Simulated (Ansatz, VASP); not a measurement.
**Two plane-wave programs on Pd**

```
Pd
1.0
     2.70229    0.00000    0.00000
    -1.35115    2.34025    0.00000
     0.00000    0.00000    4.48916
Pd
2
Direct
  0.33333 0.66667 0.25000
  0.66667 0.33333 0.75000
```

Change from the starting cell: volume scaled by 0.92, PAW files.

Alike in both runs: task single point; functional PBE; k mesh 17 × 17 × 9; occupations fermi-dirac, width 0.1 eV; no spin polarisation.

```csv
,VASP,Ansatz
version,VASP 6.6.1,Ansatz 0.2.0
potentials or method,"VASP PAW PBE potentials, release 64 (Pd)","PAW with Ansatz's default frozen-core files, scalar-relativistic"
plane-wave cutoff (eV),520,420
valence electrons in the cell,20,36
```

VASP gave:

- pressure (GPa): 16.8
- largest component of the traceless stress (GPa): 0.07

Task: Which values does Ansatz return?

Result: Pressure (GPa): 17.2; largest component of the traceless stress (GPa): 0.04.

With one functional, cell and mesh, what is left measures potentials, basis and numerics. The two sets of potentials don't hold the same shells in valence.

Caveats: so large a pressure means that the cell lies far from this level's equilibrium, or that cutoff or potentials fall short (VASP).
